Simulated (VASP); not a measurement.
# Si (Fd-3m) in VASP: notebook

One crystal, Si, is run at these levels: PBE, PBE+D3(BJ); tasks: single point, relaxation of cell and atoms.

All numbers are computed with VASP 6.6.1; they aren't measurements. Logs are shortened: lines on timing, memory, paths and dates and some standing lists are left out, and cuts for length are marked.

## (1) The crystal as given

It takes space group Fd-3m (No. 227, cubic). Conventional cell: a = 5.470 Å, b = 5.470 Å, c = 5.470 Å, α = 90.00°, β = 90.00°, γ = 90.00°. Around Si (site symmetry -43m) lie 4 Si at 2.37 Å.

The cell was built by a generator and needn't be a form met in nature.

## (2) Single point, PBE

INCAR

```
SYSTEM = Si
PREC = Accurate ; ENCUT = 520
EDIFF = 1E-7 ; ISMEAR = 0
SIGMA = 0.02 ; LREAL = .FALSE.
LASPH = .TRUE. ; NELM = 60
ALGO = Fast ; ISIF = 2
LWAVE = .FALSE. ; LCHARG = .FALSE.
GGA = PE ; NBANDS = 11
```

KPOINTS

```
regular mesh
0
G
  14 14 14
  0 0 0
```

POSCAR

```
Si
1.0
    0.0000000000      2.7351157585      2.7351157585
    2.7351157585      0.0000000000      2.7351157585
    2.7351157585      2.7351157585      0.0000000000
Si
2
Direct
    0.0000000000      0.0000000000      0.0000000000
    0.2500000000      0.2500000000      0.2500000000
```

Potentials or basis: VASP PAW PBE potentials, release 64 (Si).

The run is started by

```sh
$ cat potpaw_PBE.64/Si/POTCAR > POTCAR
$ mpirun -np 1 vasp_std > vasp.out
```

OUTCAR:

```text
SYSTEM = Si
   PREC = Accurate
   ENCUT = 520
   EDIFF = 1E-7
   ISMEAR = 0
   LREAL = .FALSE.
   LASPH = .TRUE.
   NELM = 60
   ISIF = 2
   GGA = PE

 ion  position               nearest neighbor table
   1  0.000  0.000  0.000-   2 2.37   2 2.37   2 2.37   2 2.37
   2  0.250  0.250  0.250-   1 2.37   1 2.37   1 2.37   1 2.37

  LATTYP: Found a face centered cubic cell.
 ALAT       =     5.4702315170

  Lattice vectors:

 A1 = (   0.0000000000,   2.7351157585,   2.7351157585)
 A2 = (   2.7351157585,   0.0000000000,   2.7351157585)
 A3 = (   2.7351157585,   2.7351157585,   0.0000000000)

Analysis of symmetry for initial positions (statically):
=====================================================================
 Subroutine PRICEL returns:
 Original cell was already a primitive cell.

 Routine SETGRP: Setting up the symmetry group for a
 face centered cubic supercell.

 Subroutine GETGRP returns: Found 48 space group operations
 (whereof 24 operations were pure point group operations)
 out of a pool of 48 trial point group operations.

The static configuration has the point symmetry T_d .
 The point group associated with its full space group is O_h .

Analysis of symmetry for dynamics (positions and initial velocities):
=====================================================================
 Subroutine PRICEL returns:
 Original cell was already a primitive cell.

 Routine SETGRP: Setting up the symmetry group for a
 face centered cubic supercell.

 Subroutine GETGRP returns: Found 48 space group operations
 (whereof 24 operations were pure point group operations)
 out of a pool of 48 trial point group operations.

The dynamic configuration has the point symmetry T_d .
 The point group associated with its full space group is O_h .

 Subroutine INISYM returns: Found 48 space group operations
 (whereof 24 operations are pure point group operations),
 and found     1 'primitive' translations

----------------------------------------------------------------------------------------

                                     Primitive cell

  volume of cell :      40.9220

  direct lattice vectors                    reciprocal lattice vectors
     0.000000000  2.735115759  2.735115759    -0.182807619  0.182807619  0.182807619
     2.735115759  0.000000000  2.735115759     0.182807619 -0.182807619  0.182807619
     2.735115759  2.735115759  0.000000000     0.182807619  0.182807619 -0.182807619

  length of vectors
     3.868037800  3.868037800  3.868037800     0.316632084  0.316632084  0.316632084

  position of ions in fractional coordinates (direct lattice)
     0.000000000  0.000000000  0.000000000
     0.250000000  0.250000000  0.250000000

  ion indices of the primitive-cell ions
   primitive index   ion index
                 1           1
                 2           2

----------------------------------------------------------------------------------------

 KPOINTS: regular mesh

Automatic generation of k-mesh.
 Grid dimensions read from file:
 generate k-points for:   14   14   14

 Generating k-lattice:

  Cartesian coordinates                     Fractional coordinates (reciprocal lattice)
    -0.013057687  0.013057687  0.013057687     0.071428571  0.000000000  0.000000000
     0.013057687 -0.013057687  0.013057687     0.000000000  0.071428571  0.000000000
     0.013057687  0.013057687 -0.013057687     0.000000000  0.000000000  0.071428571

  Length of vectors
     0.022616577  0.022616577  0.022616577

  Shift w.r.t. Gamma in fractional coordinates (k-lattice)
     0.000000000  0.000000000  0.000000000

 Subroutine IBZKPT returns following result:
 ===========================================

 Found    104 irreducible k-points:

 Following reciprocal coordinates:
            Coordinates               Weight
  0.000000  0.000000  0.000000      1.000000
  0.071429  0.000000  0.000000      8.000000
  0.142857  0.000000  0.000000      8.000000
  0.214286  0.000000  0.000000      8.000000
  0.285714  0.000000  0.000000      8.000000
  0.357143  0.000000  0.000000      8.000000
[... 16 lines left out ...]
  0.214286  0.142857  0.000000     24.000000
  0.285714  0.142857  0.000000     24.000000
 [... further k-points ...]
   k-points           NKPTS =    104   k-points in BZ     NKDIM =    104   number of bands    NBANDS=     11
   number of dos      NEDOS =    301   number of ions     NIONS =      2
   total plane-waves  NPLWV =  27000
   dimension x,y,z NGX =    30 NGY =   30 NGZ =   30
   dimension x,y,z NGXF=    60 NGYF=   60 NGZF=   60
   ions per type =               2
   NGX,Y,Z   is equivalent  to a cutoff of  12.89, 12.89, 12.89 a.u.
   NGXF,Y,Z  is equivalent  to a cutoff of  25.79, 25.79, 25.79 a.u.
 SYSTEM =  Si
   PREC   = accura    normal or accurate (medium, high low for compatibility)
   ISTART =      0    job   : 0-new  1-cont  2-samecut
   ICHARG =      2    charge: 1-file 2-atom 10-const
   ISPIN  =      1    spin polarized calculation?
   LNONCOLLINEAR =      F non collinear calculations
   LSORBIT =      F    spin-orbit coupling
   LASPH  =      T    aspherical Exc in radial PAW
   ENCUT  =  520.0 eV  38.22 Ry    6.18 a.u.   7.19  7.19  7.19*2*pi/ulx,y,z
   NELM   =     60;   NELMIN=  2; NELMDL= -5     # of ELM steps
   EDIFF  = 0.1E-06   stopping-criterion for ELM
   LREAL  =      F    real-space projection
   EDIFFG = 0.1E-05   stopping-criterion for IOM
   NSW    =      0    number of steps for IOM
   IBRION =     -1    ionic relax: 0-MD 1-quasi-New 2-CG
   NFREE  =      0    steps in history (QN), initial steepest desc. (CG)
   ISIF   =      2    stress and relaxation
   ISYM   =      2    0-nonsym 1-usesym 2-fastsym
   POTIM  = 0.5000    time-step for ionic-motion
   TEBEG  =    0.0;   TEEND  =   0.0 temperature during run
   PSTRESS=    0.0 pullay stress
   NELECT =       8.0000    total number of electrons
   NUPDOWN=      -1.0000    fix difference up-down
   EMIN   =  10.00;   EMAX   =-10.00  energy-range for DOS
   EFERMI =   0.00;   METHOD = LEGACY
   ISMEAR =     0;   SIGMA  =   0.02  broadening in eV -4-tet -1-fermi 0-gaus
   EFERMI_NEDOS =   21; number of points for ismear=-14 and -15
   IALGO  =     68    algorithm
   IMIX   =      4    mixing-type and parameters
     AMIX     =   0.40;   BMIX     =  1.00
     AMIX_MAG =   1.60;   BMIX_MAG =  1.00
  volume/ion in A,a.u.               =      20.46       138.08
  Fermi-wavevector in a.u.,A,eV,Ry     =   0.950136  1.795497 12.282774  0.902758
  Thomas-Fermi vector in A             =   2.078484
   LORBIT       =      0    0 simple, 1 ext, 2 COOP (PROOUT), +10 PAW based schemes
   GGA     = PE    functional components
   LHFCALC =     F    Hartree Fock is set to
   AEXX    =    0.0000 exact exchange contribution
   IVDW    =     0    specifies the selected vdW correction
   LEPSILON=     F    determine dielectric tensor
   LRPA    =     F    only Hartree local field effects (RPA)
 non-spin polarized calculation
 RMM-DIIS sequential band-by-band and
 Gauss-broadening in eV      SIGMA  =   0.02
  energy-cutoff  :      520.00
  volume of cell :       40.92
 maximum number of plane-waves:      1123
 NGX is ok and might be reduce to    30
   NGX = 15   NGY = 15   NGZ = 15

 number of electron       8.0000001 magnetization

 Free energy of the ion-electron system (eV)
  ---------------------------------------------------
  ext. energy  EPLUGINS =         0.00000000
  ---------------------------------------------------
  free energy    TOTEN  =       -10.84989520 eV

  energy without entropy =      -10.84989520  energy(sigma->0) =      -10.84989520

 E-fermi :   5.7716     XC(G=0):  -9.3246

 val. band max:        5.6069314437   @ k =   0.0000   0.0000   0.0000
 cond. band min:       6.2206796065   @ k =   0.4286   0.4286   0.0000
 fundamental gap:      0.6137481628
 Fermi energy:         5.7715952274

 k-point     1 :       0.0000    0.0000    0.0000
  band No.  band energies     occupation
      1      -6.2019      2.00000
      2       5.6069      2.00000
      3       5.6069      2.00000
      4       5.6069      2.00000
      5       8.1639      0.00000
      6       8.1639      0.00000
      7       8.1639      0.00000
      8       8.7313      0.00000
      9      13.3162      0.00000
     10      13.3162      0.00000
     11      13.4817      0.00000

 k-point     2 :       0.0714    0.0000    0.0000
  band No.  band energies     occupation
      1      -6.1363      2.00000
      2       4.9409      2.00000
      3       5.5013      2.00000
      4       5.5013      2.00000
      5       8.1915      0.00000
      6       8.3194      0.00000
      7       8.3194      0.00000
      8       9.2595      0.00000
      9      13.1120      0.00000
     10      13.1120      0.00000
     11      13.7647      0.00000

 k-point     3 :       0.1429    0.0000    0.0000
  band No.  band energies     occupation
      1      -5.9408      2.00000
      2       3.6875      2.00000
      3       5.2579      2.00000
      4       5.2579      2.00000
      5       7.9828      0.00000
      6       8.6746      0.00000
      7       8.6746      0.00000
      8      10.4499      0.00000
      9      12.7678      0.00000
     10      12.7678      0.00000
     11      14.4275      0.00000
[... 267 lines left out ...]
 k-point    23 :       0.2143    0.1429    0.0000
  band No.  band energies     occupation
      1      -5.6150      2.00000
      2       3.0265      2.00000
      3       4.3568      2.00000
      4       4.4061      2.00000
      5       7.4734      0.00000
      6       9.4886      0.00000
      7      10.0362      0.00000
      8      10.1776      0.00000
      9      12.4667      0.00000
     10      13.8203      0.00000
     11      15.5152      0.00000

 k-point    24 :       0.2857    0.1429    0.0000
  band No.  band energies     occupation
      1      -5.2568      2.00000
      2       1.8751      2.00000
      3       4.0764      2.00000
      4       4.1255      2.00000
      5       7.6829      0.00000
      6       9.4307      0.00000
      7      10.1692      0.00000
      8      10.3180      0.00000
      9      13.6123      0.00000
     10      14.0808      0.00000
     11      15.7453      0.00000

 [... further k-points ...]

------------------------ aborting loop because EDIFF is reached ----------------------------------------

  FORCE on cell =-STRESS in cart. coord.  units (eV):
  Direction    XX          YY          ZZ          XY          YZ          ZX
  --------------------------------------------------------------------------------------
  -------------------------------------------------------------------------------------
  Total       -0.0165879     -0.0165879     -0.0165879     -0.0000000     -0.0000000     -0.0000000
  in kB       -0.6494483     -0.6494483     -0.6494483     -0.0000000     -0.0000000     -0.0000000
  external PRESSURE =      -0.6494483 kB  Pullay stress =       0.0000000 kB

 VOLUME and BASIS-vectors are now :
 -----------------------------------------------------------------------------
  energy-cutoff  :      520.00
  volume of cell :       40.92
      direct lattice vectors                 reciprocal lattice vectors
     0.000000000  2.735115759  2.735115759    -0.182807619  0.182807619  0.182807619
     2.735115759  0.000000000  2.735115759     0.182807619 -0.182807619  0.182807619
     2.735115759  2.735115759  0.000000000     0.182807619  0.182807619 -0.182807619

 POSITION                                       TOTAL-FORCE (eV/Angst)
 -----------------------------------------------------------------------------------
      0.00000      0.00000      0.00000         0.000000      0.000000      0.000000
      1.36756      1.36756      1.36756        -0.000000     -0.000000     -0.000000
 -----------------------------------------------------------------------------------
    total drift:                               -0.000000     -0.000000      0.000000

  FREE ENERGIE OF THE ION-ELECTRON SYSTEM (eV)
  ---------------------------------------------------
  free  energy   TOTEN  =       -10.8498951992 eV

  energy  without entropy=      -10.8498951992  energy(sigma->0) =      -10.84989520
```

Run time: 29 s. Hardware: 1 thread of Intel Xeon Platinum 8559C (Emerald Rapids), shared host; peak memory 0.17 GiB.

Results:

```
Free energy            : -10.8499 eV
Pressure               : -0.1 GPa
Band gap on the k mesh : 0.61 eV, indirect (least direct gap 2.56 eV)
```

Levels at points of the mesh, in eV from the valence-band top:
```
           k point  band 1  band 2  band 3  band 4  band 5  band 6  band 7  band 8  band 9
(0.00, 0.00, 0.00)  -11.81    0.00    0.00    0.00    2.56    2.56    2.56    3.12    7.71
(0.50, 0.00, 0.00)   -9.53   -6.86   -1.18   -1.18    1.46    3.35    3.35    7.70   10.49
(0.50, 0.50, 0.00)   -7.74   -7.74   -2.79   -2.79    0.75    0.75    9.93    9.93   10.90
```

A k mesh can miss the band edges. Expect the measured gap to be larger: semilocal functionals such as PBE lack the derivative discontinuity.

(Continued in part 2 of 2.)
